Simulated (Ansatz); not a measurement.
# WS2 (R3m) in Ansatz: reference runs

How does WS2 come out in PBEsol? The cell is run as given and disturbed.

Everything below comes from runs of Ansatz 0.2.0. Logs are shortened: lines on timing, memory, paths and dates and some standing lists are left out, and cuts for length are marked.

**1. The crystal as given**

It takes space group R3m (No. 160, trigonal). Conventional cell: a = 3.158 Å, b = 3.158 Å, c = 18.490 Å, α = 90.00°, β = 90.00°, γ = 120.00°. Around W (site symmetry 3m) lie 6 S at 2.39 to 2.42 Å. S (site symmetry 3m) is surrounded by 3 W at 2.42 Å. Around S (site symmetry 3m) lie 3 W at 2.39 Å.

Measurements of this composition are mostly on another form, of space group No. 194.

**2. Single point, PBEsol**

File input.yaml:

```yaml
crystal:
  lattice:
    - [1.579, 0.9116360751, 6.1633333333]
    - [-1.579, 0.9116360751, 6.1633333333]
    - [0.0, -1.8232721501, 6.1633333333]
  atoms:
    - { symbol: W, position: [0.0, 0.0, 0.0] }
    - { symbol: S, position: [0.581, 0.581, 0.581] }
    - { symbol: S, position: [0.7503, 0.7503, 0.7503] }
kpoints:
  mp_grid: { grid: [10, 10, 10] }
scf:
  occupations: { method: fermi_dirac, width: 0.05 }
hamiltonian:
  xc: pbesol
  pseudopotentials: { kind: all_electron, lapw: { basis_error: 0.001 } }
output:
  forces: true
  stress: true
  eigenvalues: true
  populations: true
```

Potentials or basis: all-electron LAPW, scalar-relativistic.

On the command line:

```
ansatz run input.yaml --threads 2 --pin off --max-ram 8192MiB --backend cpu --events-out ev --progress --plain --runs-dir out
```

What it wrote:

```text
Warning: RAYON_NUM_THREADS=2 ignored (pool sized by the plan → 2); use --threads N
W: projections on atomic orbitals take those of the free atom 1s2 2s2 2p6 3s2 3p6 3d10 4s2 4p6 4d10 4f14 5s2 5p6 5d4 6s2, of charge +0.00 (hamiltonian.pseudopotentials.projection_atoms)
S: projections on atomic orbitals take those of the free atom 1s2 2s2 2p6 3s2 3p4, of charge +0.00 (hamiltonian.pseudopotentials.projection_atoms)
LAPW: plane waves up to 8.717 Å⁻¹, error target 1.0e-3 eV per atom; small_component_spin mean_spin; S in spheres of 1.026 Å, 14 of its electrons in bands, Dirac shells []; W in spheres of 1.364 Å, 44 of its electrons in bands, Dirac shells [] (how accurate: hamiltonian.pseudopotentials.lapw.basis_error, Limitations)
Engine: ansatz 0.2.0, x86_64-unknown-linux-gnu
Pseudopotentials: kind: all_electron
Pseudopotential: W, LAPW, valence charge 44, lapw/all_electron/scalar/gaussian/W, Koelling and Harmon's equation, gaussian nucleus
Pseudopotential: S, LAPW, valence charge 14, lapw/all_electron/scalar/gaussian/S, Koelling and Harmon's equation, gaussian nucleus
Functional definition: PBEsol
  exchange = pbesol_x
  correlation = pbesol_c
Crystal: 3 atoms, lattice volume = 53.232 Å³
Basis set: ecut = 289.49507818300094 eV, 599 PW (Γ), FFT grids on a1−a3, a2−a3, a3, exchange–correlation at level 2
Bands: 44, of which v1, the nominal top of the filled ones, is band 36 counted from 1 (35 counted from 0)
Symmetry: 6 space group operations
Space group: R3m (ITA 160), of the structure as read, at distance tolerance 3.8e-5 Å
k-points: 116 of 1000 (time reversal used)
Non-local potential: W, projectors of the file, none
Non-local potential: S, projectors of the file, none
Initial density: superposition of atomic densities (chi_scale 0.1, normalization cell, long waves kept (reshape's long-wave potential 0.08 eV rms))
Initial wavefunctions: plane waves of lowest kinetic energy (no species holds an atomic orbital)
Functional: x = pbesol(κ = 0.804, μ = 0.12345679012345678), c = pbesol(β = 0.046)
iter 1 solved again at ethr=1.15e-3 eV; its pass at ethr=1.00e-1 eV (dr2=8.29e-1 eV) is discarded
SCF iter   1: F=—  HF=-460768.131772 eV  |F-HF|=—  |Δ(HF+E_count)|=         —  Δρ=3.71e-2  dr2=8.30e-1  ethr=1.15e-3  ⟨swp⟩=2.0  Hψ=32789  notcnv=0
preconditioner: auto → Resta (q_TF=auto, 2.869 Å⁻¹)  ε∞=2.9  [insulator: Δε(μ)=1.012 eV  Ē_g=21.052 eV  σ=0.050 eV  W_gap=1.00  n_scr=28 (ndim 8)  ℏωp=28.8 eV  f_vac=0.134  D(μ)=0.00/eV (n_scr^D=0)  ε∞_Penn≈2.9]
SCF iter   2: F=—  HF=-460767.832230 eV  |F-HF|=—  |Δ(HF+E_count)|=   3.00e-1  Δρ=1.79e-2  dr2=4.46e-1  ethr=1.15e-3  ⟨swp⟩=2.9  Hψ=15256  notcnv=0
SCF iter   3: F=—  HF=-460767.759078 eV  |F-HF|=—  |Δ(HF+E_count)|=   7.32e-2  Δρ=1.24e-2  dr2=8.91e-2  ethr=6.20e-4  ⟨swp⟩=3.0  Hψ=15269  notcnv=0
iter 4 solved again at ethr=1.02e-5 eV; its pass at ethr=1.24e-4 eV (dr2=7.38e-3 eV) is discarded
SCF iter   4: F=—  HF=-460767.731390 eV  |F-HF|=—  |Δ(HF+E_count)|=   2.77e-2  Δρ=3.68e-3  dr2=7.38e-3  ethr=1.02e-5  ⟨swp⟩=2.0  Hψ=25507  notcnv=0
SCF iter   5: F=—  HF=-460767.731738 eV  |F-HF|=—  |Δ(HF+E_count)|=         —  Δρ=6.40e-4  dr2=2.85e-4  ethr=1.02e-5  ⟨swp⟩=2.0  Hψ=14268  notcnv=0
the basis was enlarged: its passes take 505.0 KiB over the memory plan, 2 of 2 planned eigensolver slots
SCF iter   6: F=—  HF=-460767.731916 eV  |F-HF|=—  |Δ(HF+E_count)|=   1.78e-4  Δρ=2.61e-4  dr2=8.63e-5  ethr=3.95e-7  ⟨swp⟩=3.0  Hψ=14916  notcnv=0
SCF iter   7: F=—  HF=-460767.731895 eV  |F-HF|=—  |Δ(HF+E_count)|=   2.18e-5  Δρ=8.92e-5  dr2=5.90e-6  ethr=1.20e-7  ⟨swp⟩=3.0  Hψ=14549  notcnv=0
SCF iter   8: F=—  HF=-460767.731900 eV  |F-HF|=—  |Δ(HF+E_count)|=   5.14e-6  Δρ=3.81e-5  dr2=1.07e-6  ethr=8.19e-9  ⟨swp⟩=3.0  Hψ=14892  notcnv=0
SCF iter   9: F=—  HF=-460767.731901 eV  |F-HF|=—  |Δ(HF+E_count)|=   1.51e-6  Δρ=1.36e-5  dr2=2.41e-7  ethr=1.48e-9  ⟨swp⟩=3.0  Hψ=15241  notcnv=0
SCF iter  10: F=-460767.731901 eV  HF=-460767.731901 eV  |F-HF|=3.97e-8  |Δ(HF+E_count)|=   3.66e-8  Δρ=6.03e-6  dr2=2.34e-8  ethr=3.35e-10  ⟨swp⟩=3.0  Hψ=14616  notcnv=0
SCF 1 converged in 10 iterations: F = -460767.731901 eV  dr2 = 2.34e-8
SCF converged after 10 iterations
Free energy (F): -460767.731901 eV
Harris-Foulkes:  -460767.731901 eV  (|F-HF|=3.97e-8)
Internal energy: -460767.731901 eV  (E = F + TS)
E sigma→0 (E₀):  -460767.731901 eV
Entropy (-TS):   -0.000000 eV (-0.000 meV/atom)
Fermi energy:    14.703032 eV
--- Per-component energies (eV) ---
  E_band       = -7344.578866
  E_kinetic    = 513478.893388
  E_xc         = -10065.629936
  E_electrostatic = -964180.995353  (all electrons and nuclei)
  E_smearing   = -0.000000  (= −TS)
  E_closure    = 0.000000  (closes the sum)
  E_atoms      = -460744.039139  (free atoms, spherical and without spin; not in F)
  Σ components = -460767.731901   (vs F -460767.731901, Δ=0.00e0)
  Basis errors (estimates in eV, not in F): energy 4.8e-4 per atom: plane waves 4.4e-4 (2.5e-4 summed), levels above the bands 1.0e-79, relativity 2.7e-8, radial functions 4.5e-5, core shells 2.9e-8; eigenvalues (radial functions only) 1.5e-6; not estimated: angular momenta, meshes, grids; target (lapw.basis_error) 1.0e-3; muffin-tin radii S 1.026 Å, W 1.364 Å
--- Forces (eV/Å), atoms counted from 1 ---
  atom   1  W      0.00000000    -0.00000000    -0.59920629
  atom   2  S      0.00000000     0.00000000     0.36758048
  atom   3  S      0.00000000     0.00000000     0.23159564
  max |Σ_I F_I| component: 3.02e-5 eV/Å
--- Stress (GPa, compression-positive) ---
       -0.919149       0.000000       0.000000
        0.000000      -0.919149       0.000000
        0.000000       0.000000       0.087994
  P = ⅓ Tr σ = -0.5834 GPa (-5.834 kbar)
--- Band table (eV; the first three rows and the last of 116) ---
  k-point 0: bands = ["-403.9123", "-403.9099", "-403.9099", "-219.2054", "-219.2054", "-219.1950", "-219.1950", "-219.1856", "-191.4377", "-191.4316", "-136.5070", "-136.5070", "-136.5014", "-136.5014", "-136.4685", "-136.4568", "-60.2930", "-24.6073", "-24.4209", "-24.4209", "-14.5726", "-14.5726", "-14.5649", "-14.5514", "-14.5514", "-14.5487", "-14.5454", "-1.4262", "0.5899", "6.5408", "10.6890", "10.6890", "11.9481", "11.9481", "12.6782", "13.0074", "16.4200", "16.4200", "16.7834", "16.7834", "18.8572", "21.9062", "22.5980", "24.0920"]
  k-point 1: bands = ["-403.9123", "-403.9099", "-403.9099", "-219.2054", "-219.2054", "-219.1950", "-219.1950", "-219.1856", "-191.4377", "-191.4316", "-136.5071", "-136.5070", "-136.5014", "-136.5014", "-136.4685", "-136.4568", "-60.2912", "-24.6008", "-24.4568", "-24.4292", "-14.5728", "-14.5721", "-14.5638", "-14.5520", "-14.5515", "-14.5482", "-14.5466", "-1.2535", "0.6393", "6.7520", "10.2643", "10.8561", "11.3380", "11.6864", "12.7787", "13.1054", "16.1920", "16.4607", "16.5588", "16.8040", "19.6163", "22.4910", "22.7104", "23.9378"]
  k-point 2: bands = ["-403.9123", "-403.9099", "-403.9099", "-219.2054", "-219.2054", "-219.1950", "-219.1950", "-219.1856", "-191.4377", "-191.4316", "-136.5071", "-136.5071", "-136.5014", "-136.5014", "-136.4685", "-136.4568", "-60.2865", "-24.5838", "-24.5497", "-24.4509", "-14.5731", "-14.5708", "-14.5610", "-14.5537", "-14.5526", "-14.5493", "-14.5468", "-0.7711", "0.7776", "7.2911", "9.3730", "10.3595", "11.0845", "11.3489", "12.5541", "12.8765", "15.5967", "16.3381", "16.7786", "17.3589", "20.7747", "22.5332", "23.0841", "23.8455"]
  k-point 115: bands = ["-403.9123", "-403.9099", "-403.9099", "-219.2054", "-219.2054", "-219.1950", "-219.1950", "-219.1856", "-191.4377", "-191.4316", "-136.5070", "-136.5070", "-136.5014", "-136.5014", "-136.4685", "-136.4568", "-60.2930", "-24.6074", "-24.4209", "-24.4209", "-14.5726", "-14.5726", "-14.5649", "-14.5514", "-14.5514", "-14.5487", "-14.5454", "-1.1995", "0.1525", "7.5916", "10.3617", "10.6734", "10.6734", "11.9806", "11.9806", "14.2419", "16.5359", "16.5359", "16.6219", "16.6219", "19.0822", "22.3846", "23.8717", "23.8717"]
--- Löwdin populations: 3 sites ---
  site symbol       q [e]
     0      W     73.5574
     1      S     16.1108
     2      S     16.0967
  spilling = 0.002218 (of n_electrons = 106.000000)
```

populations.tsv:

```text
# site	symbol	l	j	q
# orbitals = lowdin
# n_electrons = 106.000000
# spilling = 0.002218
# projection_atom_W: 1s2 2s2 2p6 3s2 3p6 3d10 4s2 4p6 4d10 4f14 5s2 5p6 5d4 6s2
# projection_atom_S: 1s2 2s2 2p6 3s2 3p4
0	W	0_1S	-	2.000000
0	W	0_2S	-	1.999989
0	W	0_3S	-	1.999861
0	W	0_4S	-	1.998523
0	W	0_5S	-	1.974160
0	W	0_6S	-	0.612954
0	W	1_2P	-	6.000000
0	W	1_3P	-	5.999999
0	W	1_4P	-	5.999970
0	W	1_5P	-	5.996210
0	W	2_3D	-	9.999999
0	W	2_4D	-	9.999960
0	W	2_5D	-	4.976222
0	W	3_4F	-	13.999527
1	S	0_1S	-	1.999929
1	S	0_2S	-	1.995195
1	S	0_3S	-	1.792558
1	S	1_2P	-	5.999281
1	S	1_3P	-	4.323872
2	S	0_1S	-	1.999923
2	S	0_2S	-	1.994815
2	S	0_3S	-	1.781070
2	S	1_2P	-	5.999227
2	S	1_3P	-	4.321688
```

Wall time 71 s (2 threads of AMD EPYC 7R43 (Zen 3), shared host); peak memory 0.7 GiB.

What came out:

```yaml
Free_energy: -460767.7319 eV
Pressure: -0.6 GPa
Largest_force: 0.599 eV/Å
Band_gap_on_the_k_mesh: 1.02 eV, indirect (least direct gap 2.23 eV)
```

Forces in eV/Å, atoms in the order of the input:
```
W    0.000  0.000 -0.599
S    0.000  0.000  0.368
S    0.000  0.000  0.232
```

Caveat: spin-orbit coupling is left out, which moves the levels of the heavy elements.

**3. Single point, PBEsol (atoms moved at random, drawn with an rms of 0.05 Å)**

input.yaml: that of step 2 with these lines changed.

```diff
@@ -6,5 +6,5 @@
   atoms:
-    - { symbol: W, position: [0.0, 0.0, 0.0] }
-    - { symbol: S, position: [0.581, 0.581, 0.581] }
-    - { symbol: S, position: [0.7503, 0.7503, 0.7503] }
+    - { symbol: W, position: [-0.012977, 0.010914, 0.008371] }
+    - { symbol: S, position: [0.5857, 0.58146, 0.572522] }
+    - { symbol: S, position: [0.747503, 0.739975, 0.770819] }
 kpoints:
```

Potentials or basis: all-electron LAPW, scalar-relativistic.

On the command line:

```
ansatz run input.yaml --threads 2 --pin off --max-ram 8192MiB --backend cpu --events-out ev --progress --plain --runs-dir out
```

Run time: 6.5 min. Hardware: 2 threads of AMD EPYC 7R43 (Zen 3), shared host; peak memory 2 GiB.

Results (log left out):

```yaml
Free_energy: -460767.6469 eV
Pressure: -3.6 GPa
Largest_force: 1.653 eV/Å
Band_gap_on_the_k_mesh: 0.93 eV, indirect (least direct gap 2.06 eV)
```

Forces on the atoms (eV/Å):
```
W    0.952 -0.012 -1.351
S   -0.380 -0.326  1.315
S   -0.572  0.338  0.036
```

Stress tensor (GPa, compression positive):
```
-2.58 -0.86 -0.77
-0.86 -2.84  3.02
-0.77  3.02 -5.30
```

Levels at points of the mesh, in eV from the valence-band top:
```csv
k point,band 32,band 33,band 34,band 35,band 36,band 37,band 38,band 39,band 40,band 41
"(0.00, 0.00, 0.00)",-3.27,-2.25,-1.86,-1.60,-1.12,1.95,2.26,2.58,2.70,4.74
"(0.00, 0.00, -0.50)",-5.16,-3.96,-2.64,-1.81,-1.41,2.39,2.61,3.37,3.90,4.50
"(0.00, -0.50, 0.00)",-5.12,-3.88,-2.58,-1.81,-1.53,2.36,2.61,3.57,3.88,4.32
"(0.00, -0.50, -0.50)",-4.91,-3.94,-3.16,-1.87,-1.37,2.37,2.58,3.17,4.35,4.98
"(-0.50, 0.00, 0.00)",-5.23,-4.03,-2.43,-1.71,-1.52,2.43,2.56,3.46,3.81,4.30
"(-0.50, 0.00, -0.50)",-4.80,-3.79,-3.30,-1.84,-1.51,2.32,2.69,3.29,4.24,5.11
"(-0.50, -0.50, 0.00)",-4.88,-3.87,-3.16,-1.88,-1.39,2.35,2.66,3.26,4.34,4.92
"(-0.50, -0.50, -0.50)",-3.37,-3.27,-2.21,-1.79,0.00,2.06,2.22,2.44,2.68,5.01
```

Caveat: spin-orbit coupling is left out, which moves the levels of the heavy elements. A k mesh can miss the band edges.
